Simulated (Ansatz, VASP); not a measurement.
One calculation of SiO2, two programs

Contents of INCAR:

```
  PREC = Accurate
  ENCUT = 520
  EDIFF = 1E-7
  ISMEAR = 0
  SIGMA = 0.05
  LREAL = F
  LASPH = T
  NELM = 60
  ALGO = Normal
  ISIF = 2
  LWAVE = F
  LCHARG = F
  GGA = CA
  NBANDS = 25
```

Contents of KPOINTS:

```
Automatic mesh
0
Gamma
  6 6 8
```

File POSCAR:

```
SiO2
1.0
    4.2299000000      0.0000000000      0.0000000000
    0.0000000000      4.2299000000      0.0000000000
    0.0000000000      0.0000000000      2.3420000000
Si O
2 4
Direct
    0.5000000000      0.5000000000      0.5000000000
    0.0000000000      0.0000000000      0.0000000000
    0.6944252994      0.6944252994      0.0000000000
    0.1944252994      0.8055747006      0.5000000000
    0.3055747006      0.3055747006      0.0000000000
    0.8055747006      0.1944252994      0.5000000000
```

Input for Ansatz:

```yaml
crystal:
  lattice:
    - [4.2299, 0.0, 0.0]
    - [0.0, 4.2299, 0.0]
    - [0.0, 0.0, 2.342]
  atoms:
    - { symbol: Si, position: [0.5, 0.5, 0.5] }
    - { symbol: Si, position: [0.0, 0.0, 0.0] }
    - { symbol: O, position: [0.6944252994, 0.6944252994, 0.0] }
    - { symbol: O, position: [0.1944252994, 0.8055747006, 0.5] }
    - { symbol: O, position: [0.3055747006, 0.3055747006, 0.0] }
    - { symbol: O, position: [0.8055747006, 0.1944252994, 0.5] }
basis:
  ecutwfc: 520.0
kpoints:
  mp_grid: { grid: [6, 6, 8] }
hamiltonian:
  xc: lda
  pseudopotentials: { kind: paw, azcp: { folder: soft_1 } }
scf:
  occupations: { method: gaussian, width: 0.05 }
output:
  forces: true
  stress: true
  eigenvalues: true
```

Alike in both runs: task single point; functional LDA; k mesh 6 × 6 × 8; occupations gaussian, width 0.05 eV; no spin polarisation.

|  | VASP | Ansatz |
| --- | --- | --- |
| version | VASP 6.6.1 | Ansatz 0.2.0 |
| potentials or method | VASP PAW LDA potentials, release 64 (Si, O) | scalar-relativistic, plane waves, PAW |
| plane-wave cutoff (eV) | 520 | 520 |
| valence electrons in the cell | 32 | 32 |

Ansatz gave:

| Quantity | Value |
| --- | --- |
| gap on the k mesh at the Fermi level (eV) | 7.45 |
| least direct gap on the mesh (eV) | 7.45 |
| rms of the force components (eV/Å) | 0.152 |

**Question.** What did VASP give for the same quantities?

**Answer.** gap on the k mesh at the Fermi level (eV): 7.43; least direct gap on the mesh (eV): 7.43; rms of the force components (eV/Å): 0.206.

Atom by atom the forces differ by 0.055 eV/Å (rms over components). Ansatz warned: «pseudo_functional_mismatch».

 A k mesh can miss the band edges.
